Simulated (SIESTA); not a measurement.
## Pb in SIESTA: convergence with vacuum

Input of the first run (vacuum 6); the others differ in this setting and in those tied to it:

run.py

```python
from ase import Atoms
from ase.calculators.siesta import Siesta
from ase.units import Ry, GPa

atoms = Atoms(
    ['Pb', 'Pb', 'Pb', 'Pb', 'Pb'],
    cell=[
        [3.4800006906, -0.0, 0.0],
        [-1.7400003453, 3.0137690032, 0.0],
        [0.0, 0.0, 17.18],
    ],
    scaled_positions=[
        [0.6666666667, 0.3333333334, 0.1746216531],
        [0.3333333333, 0.6666666666, 0.3373108265],
        [0.6666666667, 0.3333333334, 0.5],
        [0.3333333333, 0.6666666666, 0.6626891735],
        [0.6666666667, 0.3333333334, 0.8253783469],
    ],
    pbc=True,
)

fdf = {
    'SCFMustConverge': False,
    'OccupationFunction': 'FD',
    'ElectronicTemperature': '0.05 eV',
    'Slab.DipoleCorrection': 'vacuum',
    'MaxSCFIterations': '120',
    'SCF.Mixer.Method': 'Pulay',
    'SCF.Mixer.Weight': '0.25',
    'SCF.Mixer.History': '8',
    'SCF.DM.Tolerance': '5.0e-05',
    'SCF.H.Tolerance': '1.0e-03 eV',
    'WriteForces': 'true',
    'Charge.Mulliken': 'end',
    'PAO.Basis': ['Pb.1 4', 'n=6 0 2', '  6.167 0.000', 'n=6 1 2', '  8.915 0.000', 'n=5 2 2', '  4.155 0.000', 'n=6 2 1', '  8.915'],
}
calc = Siesta(
    label="Pb",
    command="siesta < PREFIX.fdf > PREFIX.out",
    pseudo_path="pseudos",
    pseudo_qualifier="",
    xc=('GGA', 'PBE'),
    basis_set="DZP",
    mesh_cutoff=500 * Ry,
    energy_shift=0.003 * Ry,
    kpts=[7, 7, 1],
    spin="non-polarized",
    fdf_arguments=fdf,
)
atoms.calc = calc

print(f"energy = {atoms.get_potential_energy():.6f} eV")
free = atoms.get_potential_energy(force_consistent=True)
print(f"free energy = {free:.6f} eV")
print("forces (eV/A):")
print(atoms.get_forces(apply_constraint=False).round(6))
print("stress (GPa, Voigt order, tension positive):", (atoms.get_stress() / GPa).round(4))
```

Potentials or basis: PseudoDojo 0.4 standard (PBE files), DZP (energy shift 0.003 Ry; two zetas on semicore shells).

Run with:

```bash
$ python run.py
```

The slab is cut from a database's or a generator's crystal, which needn't be the stable form of the element.

Hardware: 1 thread of AMD EPYC 9R45 96-Core Processor (Zen 5), on a shared host.

```
vacuum  energy less the tightest run, at zero smearing (meV/atom)  largest force (eV/Å)  SCF cycles  CPU time (s)  peak memory (GiB)
     6                                                      -9.54                 0.235          10            67               0.61
     8                                                       0.07                 0.260          11            72               0.62
    10                                                      -0.01                 0.261          11            69               0.61
    12                                                       0.00                 0.261          11            70               0.62
    15                                                       0.00                 0.261          11            73               0.63
    20                                                       0.00                 0.261          11            71               0.66
```

Against the tightest run, the energy stays within 1 meV/atom from 8 on; the largest force stays within 0.005 eV/Å from 8 on. The tightest run that finished is the yardstick and may itself not be fully converged.

Caveat, for the tightest run too: the basis of atomic orbitals isn't converged, which shifts pressures, moduli and gaps. Spin-orbit coupling is left out, which matters for the levels of Pb.
